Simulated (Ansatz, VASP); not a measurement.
Given: the input of a run of Ansatz 0.2.0 on Ca.

Contents of input.yaml:

```yaml
crystal:
  lattice:
    - [0.0, 2.7754464148, 2.7754464148]
    - [2.7754464148, 0.0, 2.7754464148]
    - [2.7754464148, 2.7754464148, 0.0]
  atoms:
    - { symbol: Ca, position: [0.0, 0.0, 0.0] }
hamiltonian:
  xc: pbe
  pseudopotentials: { kind: paw }
kpoints:
  mp_grid: { grid: [8, 8, 8] }
scf:
  occupations: { method: fermi_dirac, width: 0.05 }
output:
  forces: true
  stress: true
  eigenvalues: true
```

Potentials or basis: Ansatz PAW.

Command:

```console
$ ansatz run input.yaml --threads 1 --pin off --max-ram 3584MiB --backend cpu --events-out ev --progress --plain --runs-dir out
```

Task: Translate it to VASP 6.6.1. Potentials there: VASP PAW PBE potentials, release 64 (Ca_sv).

Result: As run (the cutoff follows the program's own potentials):

The input INCAR:

```
SYSTEM = Ca
ALGO = Normal ; EDIFF = 1E-7
ENCUT = 520 ; GGA = PE
ISIF = 2 ; ISMEAR = -1
LASPH = .TRUE. ; LCHARG = .FALSE.
LREAL = .FALSE. ; LWAVE = .FALSE.
NBANDS = 11 ; NELM = 100
PREC = Accurate ; SIGMA = 0.05
```

File KPOINTS:

```
k-points
0
G
  8 8 8
  0 0 0
```

File POSCAR:

```
Ca
1.0
    0.0000000000      2.7754464148      2.7754464148
    2.7754464148      0.0000000000      2.7754464148
    2.7754464148      2.7754464148      0.0000000000
Ca
1
Direct
    0.0000000000      0.0000000000      0.0000000000
```

Potentials or basis: VASP PAW PBE potentials, release 64 (Ca_sv).

Command:

```console
$ cat potpaw_PBE.64/Ca_sv/POTCAR > POTCAR
$ mpirun -np 1 vasp_std > vasp.out
```

Both were run:

|  | VASP | Ansatz | Ansatz less VASP |
| --- | --- | --- | --- |
| gap on the k mesh at the Fermi level (eV) | none | none | - |
| pressure (GPa) | -0.2 | -0.2 | -0.01 |

A gap of «none» marks a metal or a gap that the smearing closes.
